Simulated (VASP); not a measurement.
**From an Ansatz input to VASP: CdTe (rocksalt)**

Ansatz input

```yaml
crystal:
  lattice:
    - [0.0, 3.0443556721, 3.0443556721]
    - [3.0443556721, 0.0, 3.0443556721]
    - [3.0443556721, 3.0443556721, 0.0]
  atoms:
    - { symbol: Cd, position: [0.0, 0.0, 0.0] }
    - { symbol: Te, position: [0.5, 0.5, 0.5] }
kpoints:
  mp_grid: { grid: [8, 8, 8] }
  band_path:
    path:
      - [0.0, 0.0, 0.0]
      - [0.5, 0.0, 0.5]
      - [0.5, 0.25, 0.75]
      - [0.375, 0.375, 0.75]
      - [0.5, 0.5, 0.5]
      - [0.625, 0.25, 0.625]
      - [0.1875, 0.1875, 0.375]
    npoints: 1
hamiltonian:
  xc: pbesol
scf:
  occupations: { method: fermi_dirac, width: 0.02 }
  n_extra_bands: 4
output:
  forces: true
  stress: true
  eigenvalues: true
```

Write VASP inputs for this cell and level of theory.



INCAR

```
ISMEAR = -1
PREC = Accurate
NSW = 0
ISIF = 2
NBANDS = 16
LWAVE = .FALSE.
IBRION = -1
SIGMA = 0.02
ENCUT = 520
LCHARG = .FALSE.
GGA = PS
NELM = 120
LASPH = .TRUE.
LREAL = .FALSE.
EDIFF = 1E-7
```

KPOINTS

```
KPOINTS created by Atomic Simulation Environment
0
Gamma
8 8 8
0 0 0
```

KPOINTS_OPT

```
special points
7
Reciprocal
0.0000000000 0.0000000000 0.0000000000 1
0.5000000000 0.0000000000 0.5000000000 1
0.5000000000 0.2500000000 0.7500000000 1
0.3750000000 0.3750000000 0.7500000000 1
0.5000000000 0.5000000000 0.5000000000 1
0.6250000000 0.2500000000 0.6250000000 1
0.1875000000 0.1875000000 0.3750000000 1
```

POSCAR

```
Cd Te
 1.0000000000000000
     0.0000000000000000    3.0443556720503655    3.0443556720503655
     3.0443556720503655    0.0000000000000000    3.0443556720503655
     3.0443556720503655    3.0443556720503655   -0.0000000000000000
 Cd  Te
   1   1
Cartesian
 -0.0000000000000000 -0.0000000000000000  0.0000000000000000
  3.0443556720503655  3.0443556720503655  3.0443556720503655
```

VASP ran with the recommended PBE PAW datasets (18 valence electrons in the cell). Other inputs would serve too.

```json
{"": "gap between bands v and c", "Ansatz": "-1.40 eV (bands overlap: a metal)", "VASP": "-1.41 eV (bands overlap: a metal)"}
{"": "least direct gap", "Ansatz": "0.77 eV", "VASP": "0.75 eV"}
{"": "pressure", "Ansatz": "-2.3 GPa", "VASP": "-2.1 GPa"}
```

Each program uses its own PAW datasets. VASP's cell holds 18 valence electrons and Ansatz's 36. Ansatz's stress includes a Pulay correction; VASP's doesn't.
